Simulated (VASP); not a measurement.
Computed with PBEsol GGA, VASP's PBE PAW potentials (set 64) (plane waves; VASP).

Input for VASP

### POSCAR
```
BaSnO3
1
    4.0513722172     0.0000000000     0.0000000000
    0.0000000000     4.0513722172     0.0000000000
    0.0000000000     0.0000000000     4.0513722172
Ba Sn O
1 1 3
Direct
  0.0000000000   0.0000000000   0.0000000000
  0.5000000000   0.5000000000   0.5000000000
  0.5000000000   0.0000000000   0.5000000000
  0.0000000000   0.5000000000   0.5000000000
  0.5000000000   0.5000000000   0.0000000000
```

**INCAR**
```
SYSTEM  =  BaSnO3
LMAXMIX  =  4
ENCUT  =  520   # plane-wave cut-off (eV)
SIGMA  =  0.05   # width (eV)
ISMEAR  =  0
EDIFF  =  1E-7
LCHARG  =  .False.
LREAL  =  .False.   # projection in real space or not
PREC  =  Accurate
NELM  =  100
LASPH  =  .True.
ISIF  =  2   # forces and stress, cell fixed
GGA  =  PS   # PBEsol
ALGO  =  Normal   # blocked Davidson
LWAVE  =  .False.
```

File KPOINTS:
```
Automatic mesh
0
G
  6 6 6
0 0 0
```

POTCAR, in this order: Ba_sv Sn_d O (PBE.64 set). Program: vasp_std.

What VASP printed:

**OSZICAR**
```
       N       E                     dE             d eps       ncg     rms          rms(c)
DAV:   1     0.464066629256E+03    0.46407E+03   -0.21952E+04  1022   0.225E+03
DAV:   2     0.123531507669E+02   -0.45171E+03   -0.44058E+03  1176   0.565E+02
DAV:   3    -0.355162920657E+02   -0.47869E+02   -0.46938E+02  1176   0.167E+02
DAV:   4    -0.374403829728E+02   -0.19241E+01   -0.19193E+01  1290   0.340E+01
DAV:   5    -0.374921862492E+02   -0.51803E-01   -0.51782E-01  1446   0.522E+00    0.137E+01
DAV:   6    -0.332750297374E+02    0.42172E+01   -0.22275E+01  1420   0.617E+01    0.663E+00
DAV:   7    -0.332756644039E+02   -0.63467E-03   -0.14613E+00  1175   0.783E+00    0.338E+00
DAV:   8    -0.332228512717E+02    0.52813E-01   -0.22527E-01  1493   0.368E+00    0.668E-01
DAV:   9    -0.332134207020E+02    0.94306E-02   -0.57124E-02  1504   0.254E+00    0.143E-01
DAV:  10    -0.332138219430E+02   -0.40124E-03   -0.48074E-03  1422   0.792E-01    0.575E-02
DAV:  11    -0.332137896758E+02    0.32267E-04   -0.82206E-04  1567   0.312E-01    0.244E-02
DAV:  12    -0.332137819758E+02    0.77000E-05   -0.58545E-05  1204   0.601E-02    0.119E-02
DAV:  13    -0.332137800311E+02    0.19447E-05   -0.11035E-05  1422   0.213E-02    0.178E-03
DAV:  14    -0.332137798522E+02    0.17884E-06   -0.25885E-07  1013   0.649E-03    0.953E-04
DAV:  15    -0.332137798101E+02    0.42178E-07   -0.73006E-08   679   0.197E-03
   1 F= -.33213780E+02 E0= -.33213780E+02  d E =-.937472E-17
```

File OUTCAR:
```
------------------------ aborting loop because EDIFF is reached ----------------------------------------
  FORCE on cell =-STRESS in cart. coord.  units (eV):
  Direction    XX          YY          ZZ          XY          YZ          ZX
  --------------------------------------------------------------------------------------
  Total        4.4269682      4.4269682      4.4269682      0.0000000      0.0000000     -0.0000000
  in kB      106.6622024    106.6622024    106.6622024      0.0000000      0.0000000     -0.0000000
  external PRESSURE =     106.6622024 kB  Pullay stress =       0.0000000 kB
  volume of cell :       66.50
      direct lattice vectors                 reciprocal lattice vectors
     4.051372217  0.000000000  0.000000000     0.246829950  0.000000000  0.000000000
     0.000000000  4.051372217  0.000000000     0.000000000  0.246829950  0.000000000
     0.000000000  0.000000000  4.051372217     0.000000000  0.000000000  0.246829950
 POSITION                                       TOTAL-FORCE (eV/Angst)
 -----------------------------------------------------------------------------------
      0.00000      0.00000      0.00000         0.000000      0.000000      0.000000
      2.02569      2.02569      2.02569         0.000000      0.000000      0.000000
      2.02569      0.00000      2.02569         0.000000      0.000000      0.000000
      0.00000      2.02569      2.02569         0.000000      0.000000      0.000000
      2.02569      2.02569      0.00000         0.000000      0.000000      0.000000
 -----------------------------------------------------------------------------------
    total drift:                                0.000000      0.000000     -0.000000
  FREE ENERGIE OF THE ION-ELECTRON SYSTEM (eV)
  ---------------------------------------------------
  free  energy   TOTEN  =       -33.2137798101 eV

  energy  without entropy=      -33.2137798101  energy(sigma->0) =      -33.21377981
```
(Selected blocks of OUTCAR.)

The compound is BaSnO3 in the cubic perovskite structure. This cell is one point of a volume scan, at 0.94 of the reference volume.
